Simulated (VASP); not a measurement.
A run of VASP 6.6.1 is set up as follows.

The input POSCAR:

```
MoS2
1.0
    3.1511592275      0.0000000000      0.0000000000
   -1.5755796138      2.7289839378      0.0000000000
    0.0000000000      0.0000000000     27.2922960000
  S               Mo
     4     2
Direct
     0.3333333300000021    0.6666666699999979    0.3316016050241459
     0.3333333300000021    0.6666666699999979    0.4463726783344559
     0.6666666699999979    0.3333333300000021    0.5536273216655441
     0.6666666699999979    0.3333333300000021    0.6683983949758541
     0.6666666699999979    0.3333333300000021    0.3890116340685439
     0.3333333300000021    0.6666666699999979    0.6109883659314560
```

Contents of INCAR.step1:

```
ALGO     = Normal         # electronic algorithm
EDIFF    = 1E-8           # SCF threshold, eV
EDIFFG   = -0.002         # ionic threshold
ENCUT    = 600            # plane-wave cutoff, eV
GGA      = PE             # functional
IBRION   = 2              # ionic algorithm
ISIF     = 2              # what is computed and relaxed
ISMEAR   = 0              # smearing method
IVDW     = 12             # dispersion correction
KPAR     = 4            
LASPH    = True           # aspherical terms in the spheres
LATTICE_CONSTRAINTS= .TRUE. .TRUE. .FALSE.
LCHARG   = False          # write CHGCAR
LREAL    = False          # projectors in reciprocal space
LWAVE    = False          # write WAVECAR
NELM     = 80             # most SCF steps
NSW      = 40             # ionic steps
PREC     = Accurate       # precision mode
SIGMA    = 0.03           # smearing width, eV
```

The input INCAR.step2:

```
ALGO     = Normal         # electronic algorithm
EDIFF    = 1E-8           # SCF threshold, eV
ENCUT    = 600            # plane-wave cutoff, eV
GGA      = PE             # functional
IBRION   = 6              # ionic algorithm
ISIF     = 2              # what is computed and relaxed
ISMEAR   = 0              # smearing method
IVDW     = 12             # dispersion correction
KPAR     = 4            
LASPH    = True           # aspherical terms in the spheres
LATTICE_CONSTRAINTS= .TRUE. .TRUE. .FALSE.
LCHARG   = False          # write CHGCAR
LREAL    = False          # projectors in reciprocal space
LWAVE    = False          # write WAVECAR
NELM     = 80             # most SCF steps
NFREE    = 2            
NSW      = 1              # ionic steps
POTIM    = 0.015          # step
PREC     = Accurate       # precision mode
SIGMA    = 0.03           # smearing width, eV
```

File KPOINTS:

```
k-points
0
Gamma
  12 12 1
```

Potentials or basis: VASP PAW PBE potentials, release 64 (S, Mo_sv).

Run with:

```sh
$ cat potpaw_PBE.64/S/POTCAR potpaw_PBE.64/Mo_sv/POTCAR > POTCAR
$ cp INCAR.step1 INCAR
$ mpirun -np 4 vasp_std > vasp.out
$ cp CONTCAR POSCAR
$ cp INCAR.step2 INCAR
$ mpirun -np 4 vasp_std > vasp.out
```

**Question.** Predict the highest phonon frequency at Γ, LO-TO splitting left out.

**Answer.** 468 cm⁻¹.

**Question.** Estimate the dispersion energy per atom.

**Answer.** -0.376 eV.

Phonon frequencies in cm⁻¹ (negative: imaginary):
```csv
q point,frequencies
"(0.000, 0.000, 0.000)",0 0 0 24 24 43 281 281 282 282 380 380 380 380 401 405 466 468
```
